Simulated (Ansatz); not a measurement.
# ZnS (NiAs type) from LDA to hybrids

All numbers come from Ansatz 0.2.0. No spin polarisation and no zero-point or thermal motion; the cell was built from a prototype and may be hypothetical.

Structure: ZnS (NiAs type), at its r2SCAN minimum. The symmetry is P6_3/mmc (No. 194, hexagonal); a = 3.590 Å, c = 5.880 Å in the conventional setting, 16.40 Å³ an atom. Zn has 6 S at 2.54 Å; S has 6 Zn at 2.54 Å.

```cif
data_structure
_symmetry_space_group_name_H-M 'P6_3/mmc'
_symmetry_Int_Tables_number 194
_cell_length_a 3.5896
_cell_length_b 3.5896
_cell_length_c 5.8800
_cell_angle_alpha 90.000
_cell_angle_beta 90.000
_cell_angle_gamma 120.000
_cell_volume 65.61
loop_
_atom_site_label
_atom_site_type_symbol
_atom_site_symmetry_multiplicity
_atom_site_Wyckoff_symbol
_atom_site_fract_x
_atom_site_fract_y
_atom_site_fract_z
_atom_site_occupancy
Zn1 Zn 2 a 0.00000 0.00000 0.00000 1
S1 S 2 c 0.33333 0.66667 0.25000 1
```

Relaxed lattice by functional, symmetry kept:

| functional | k mesh | a (Å) | c (Å) | volume (Å³/atom) |
| --- | --- | --- | --- | --- |
| PBE | 12×12×4 | 3.624 | 5.914 | 16.82 |
| r2SCAN | 12×12×4 | 3.590 | 5.880 | 16.40 |
| PBEsol | 12×12×4 | 3.565 | 5.817 | 16.00 |
| LDA | 12×12×4 | 3.530 | 5.752 | 15.52 |
| HSE06 | 6×6×4 | 3.600 | 5.899 | 16.55 |

On this one geometry the levels give:
```
   level   k mesh  gap (eV)      kind           edges  least direct gap (eV)       rough cost
     LDA  12×12×4      0.13  indirect  Γ–M (0.37) → K                   1.46  11 core-seconds
     PBE  12×12×4      0.38  indirect  Γ–M (0.40) → K                   1.68  15 core-seconds
  r2SCAN  12×12×4      0.82  indirect  Γ–M (0.37) → K                   2.38  30 core-seconds
 r2SCANh    6×6×4      1.46  indirect  Γ–M (0.37) → K                   3.05   8 core-minutes
   HSE06    6×6×4      1.48  indirect  Γ–M (0.37) → K                   2.93   5 core-minutes
DDH-PBE0    6×6×4      1.02  indirect  Γ–M (0.37) → K                   2.38  11 core-minutes
    PBE0    6×6×4      2.14  indirect  Γ–M (0.37) → K                   3.59   6 core-minutes
 r2SCAN0    6×6×4      2.46  indirect  Γ–M (0.37) → K                   4.06   9 core-minutes
```
PBE: smearing of 0.02 eV; the others have fixed occupations.
Wave cutoffs: 420 eV, 500 eV (r2SCAN, r2SCANh, r2SCAN0).
Points off the special ones are mesh points or PBE's searched band edges, reused at the other levels.
Costs come from shared machines and give only the order; PBE's includes the band path. The runs had 2 threads of Arm Neoverse N1, with other jobs on the host.

With HSE06 the valence top lies at Γ–M (0.37 of the way from Γ) and the conduction bottom at K, 1.48 eV higher; the smallest vertical gap, at Γ, is 2.93 eV.

r2SCAN covers 40 % of the step from PBE to HSE06, while HSE06 needs about 11 times r2SCAN's cost (on a coarser mesh). All these functionals give a gap of the same kind, indirect.

r2SCAN (ground state on 6×6×4): The electronic dielectric tensor ε∞ is 8.63 along x and y, 9.31 along z. Born charges, averaged over directions: Zn +2.94, S -2.94 e. PBE (ground state on 6×6×4): The electronic dielectric tensor ε∞ is 10.18 along x and y, 11.13 along z. Born charges, averaged over directions: Zn +3.01, S -3.01 e.

On the PBEsol cell (a = 3.565 Å, c = 5.817 Å), with PBEsol: All optical modes at Γ are real, from 60 to 292 cm⁻¹ without the longitudinal term; this says nothing of other wave vectors. The long-range field leaves the highest mode where it is. By the program's warning the force constants, and with them frequencies and ε⁰, aren't converged on this mesh. The electronic dielectric tensor ε∞ is 10.57 along x and y, 11.61 along z. With the ions relaxed, ε⁰ is 37 along x and y, 137 along z. Born charges, averaged over directions: Zn +2.99, S -2.99 e.

The meshes of the hybrids are coarse, so their gaps aren't converged to the digits shown.
